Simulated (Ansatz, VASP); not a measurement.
## Two plane-wave programs on CuI (Marshite)

Contents of INCAR:

```
  PREC = Accurate
  ENCUT = 520
  EDIFF = 1E-7
  ISMEAR = -1
  SIGMA = 0.05
  LREAL = False
  LASPH = True
  NELM = 100
  ALGO = Normal
  ISIF = 2
  LWAVE = False
  LCHARG = False
  GGA = PE
  NBANDS = 16
```

KPOINTS

```
Automatic mesh
0
Gamma
  8 8 8
```

POSCAR

```
CuI
1.0
    0.0000000000      3.0515767440      3.0515767440
    3.0515767440      0.0000000000      3.0515767440
    3.0515767440      3.0515767440      0.0000000000
I Cu
1 1
Direct
    0.0000000000      0.0000000000      0.0000000000
    0.7500000000      0.7500000000      0.7500000000
```

input.yaml

```yaml
crystal:
  lattice:
    - [0.0, 3.051576744, 3.051576744]
    - [3.051576744, 0.0, 3.051576744]
    - [3.051576744, 3.051576744, 0.0]
  atoms:
    - { symbol: I, position: [0.0, 0.0, 0.0] }
    - { symbol: Cu, position: [0.75, 0.75, 0.75] }
hamiltonian:
  xc: pbe
  pseudopotentials: { kind: paw }
kpoints:
  mp_grid: { grid: [8, 8, 8] }
scf:
  occupations: { method: fermi_dirac, width: 0.05 }
output:
  forces: true
  stress: true
  eigenvalues: true
  write_density: true
  write_potential: true
  elf: true
  volumetric_format: npy
```

Change from the starting cell: volume scaled by 1.02.

Alike in both runs: task single point; functional PBE; k mesh 8 × 8 × 8; occupations fermi-dirac, width 0.05 eV; no spin polarisation.

```csv
,VASP,Ansatz
version,VASP 6.6.1,Ansatz 0.2.0
potentials or method,"VASP PAW PBE potentials, release 64 (I, Cu)",Ansatz PAW
plane-wave cutoff (eV),520,420
valence electrons in the cell,18,36
```

|  | VASP | Ansatz | Ansatz less VASP |
| --- | --- | --- | --- |
| gap on the k mesh at the Fermi level (eV) | 1.09 | 1.07 | -0.021 |
| least direct gap on the mesh (eV) | 1.09 | 1.07 | -0.021 |
| pressure (GPa) | -0.4 | -0.4 | -0.03 |

The two sets of potentials don't hold the same shells in valence.

Caveats: spin-orbit coupling is left out, which moves the levels of the heavy elements.
